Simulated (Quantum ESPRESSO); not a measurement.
Runs of Quantum ESPRESSO 7.5 on ZrS. The structure is cubic, space group Fm-3m (No. 225). Conventional cell: a = 5.250 Å, b = 5.250 Å, c = 5.250 Å, α = 90.00°, β = 90.00°, γ = 90.00°. Around Zr (site symmetry m-3m) lie 6 S at 2.62 Å. S (site symmetry m-3m) is surrounded by 6 Zr at 2.62 Å. 

| task | level | potentials or basis | spin | U | cell | cutoff (eV) | hubbard projectors | mixing beta | most ionic steps | forc conv thr | etot conv thr | gap on the mesh (eV) | pressure (GPa) |
| --- | --- | --- | --- | --- | --- | --- | --- | --- | --- | --- | --- | --- | --- |
| single point | PBEsol+U | GBRV 1.5 PBEsol | off | Zr d U = 4 eV | as given | 612 | ortho-atomic | 0.3 | - | - | - | none | -2.1 |
| single point | PBEsol | GBRV 1.5 PBEsol | off | - | as given | 612 | ortho-atomic | 0.5 | - | - | - | none | (a) |
| single point | PBEsol+U | GBRV 1.5 PBEsol | off | Zr d U = 8 eV | as given | 612 | ortho-atomic | 0.3 | - | - | - | none | (b) |
| relaxation of cell and atoms | PBEsol | GBRV 1.5 PBEsol | off | - | relaxed to 0.3 kbar | 612 | - | 0.5 | 40 | 0.0004 Ry/bohr | 1e-05 Ry | none | 0.0 |
| single point | PBEsol+U | GBRV 1.5 PBEsol | off | Zr d U = 2 eV | as given | 612 | ortho-atomic | 0.3 | - | - | - | none | -4.6 |
| single point | PBEsol+U | GBRV 1.5 PBEsol | off | Zr d U = 5 eV | as given | 612 | ortho-atomic | 0.3 | - | - | - | none | -0.8 |
| relaxation of cell and atoms | PBEsol | PseudoDojo 0.4 SR PBEsol stringent | off | - | relaxed to 0.3 kbar | 1225 | - | 0.5 | 40 | 0.0004 Ry/bohr | 1e-05 Ry | none | 0.0 |
| single point | PBEsol+U | GBRV 1.5 PBEsol | off | Zr d U = 6 eV | as given | 612 | ortho-atomic | 0.3 | - | - | - | none | 0.6 |
| band structure | PBEsol | PseudoDojo 0.4.1 SR PBEsol standard | off | - | as given | 898 | - | 0.5 | - | - | - | none | (c) |
| single point | PBEsol+U | GBRV 1.5 PBEsol | off | Zr d U = 1 eV | as given | 612 | ortho-atomic | 0.3 | - | - | - | none | -5.6 |
| relaxation of cell and atoms | PBEsol | PseudoDojo 0.4.1 SR PBEsol standard | off | - | relaxed to 0.3 kbar | 898 | - | 0.5 | 40 | 0.0004 Ry/bohr | 1e-05 Ry | none | 0.0 |
| band structure | PBEsol | PseudoDojo 0.4 FR PBEsol standard | SOC, no magnetisation | - | as given | 898 | - | 0.5 | - | - | - | none | -6.3 |

Alike in all rows: k mesh 9 × 9 × 9; smearing fermi-dirac 0.05 eV.

Problem. Fill in the values left out.

Solution. (a) -6.6; (b) 3.4; (c) -6.4.

Caveats: U without spin polarisation on a metal has little footing (some runs).

A k mesh can miss the band edges, and rows without SOC leave out spin-orbit coupling on Zr.

A gap of «none» marks a metal or a gap under the smearing width.
